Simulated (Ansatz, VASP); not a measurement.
Fe in VASP and in Ansatz

INCAR

```
SYSTEM = Fe
PREC     = Accurate       ! precision mode
ENCUT    = 520            ! plane-wave cutoff, eV
EDIFF    = 1E-6           ! SCF threshold, eV
ISMEAR   = -1             ! smearing method
SIGMA    = 0.1            ! smearing width, eV
LREAL    = .False.        ! projectors in reciprocal space
LASPH    = .True.         ! aspherical terms in the spheres
NELM     = 60             ! most SCF steps
ALGO     = Normal         ! electronic algorithm
ISIF     = 2              ! what is computed and relaxed
LWAVE    = .False.        ! write WAVECAR
LCHARG   = .False.        ! write CHGCAR
GGA      = B5             ! functional
ALDAX    = 1.0          
AGGAX    = 1.0          
AGGAC    = 1.0          
ALDAC    = 0.0          
NBANDS   = 10             ! bands
```

File KPOINTS:

```
Automatic mesh
0
Gamma
  17 17 17
  0 0 0
```

File POSCAR:

```
Fe
1.0
    0.0000000000      1.7484790206      1.7484790206
    1.7484790206      0.0000000000      1.7484790206
    1.7484790206      1.7484790206      0.0000000000
Fe
1
Direct
    0.0000000000      0.0000000000      0.0000000000
```

Input for Ansatz:

```yaml
crystal:
  lattice:
    - [0.0, 1.7484790206, 1.7484790206]
    - [1.7484790206, 0.0, 1.7484790206]
    - [1.7484790206, 1.7484790206, 0.0]
  atoms:
    - { symbol: Fe, position: [0.0, 0.0, 0.0] }
hamiltonian:
  xc: blyp
  pseudopotentials:
    kind: paw
    azcp:
      Fe: "pseudopotentials/Fe.paw.azcp"
basis:
  ecutwfc: 420
  fft_grid_basis: typed
kpoints:
  mp_grid: { grid: [17, 17, 17], shift: [0, 0, 0] }
magnetization:
  spin_polarized: false
scf:
  occupations: { method: fermi_dirac, width: 0.1 }
  lower_state_search: "off"
output:
  stress: true
```

Alike in both runs: task single point; functional BLYP; k mesh 17 × 17 × 17; occupations fermi-dirac, width 0.1 eV; no spin polarisation.

|  | VASP | Ansatz |
| --- | --- | --- |
| version | VASP 6.6.1 | Ansatz 0.2.0 |
| potentials or method | VASP PAW PBE potentials, release 64 (Fe) | plane waves (420 eV) with PAW, scalar-relativistic |
| plane-wave cutoff (eV) | 520 | 420 |
| valence electrons in the cell | 8 | 16 |

```tsv
	VASP	Ansatz	Ansatz less VASP
pressure (GPa)	0.2	0.1	-0.09
```

The two sets of potentials don't hold the same shells in valence.

Caveats: the PAW data sets were made with another functional, which shifts forces and pressure a little (VASP); the run has no spin polarisation, though such a crystal can be magnetic. Spin polarisation is off, so any magnetic state and its effect on volume and gap are missing.
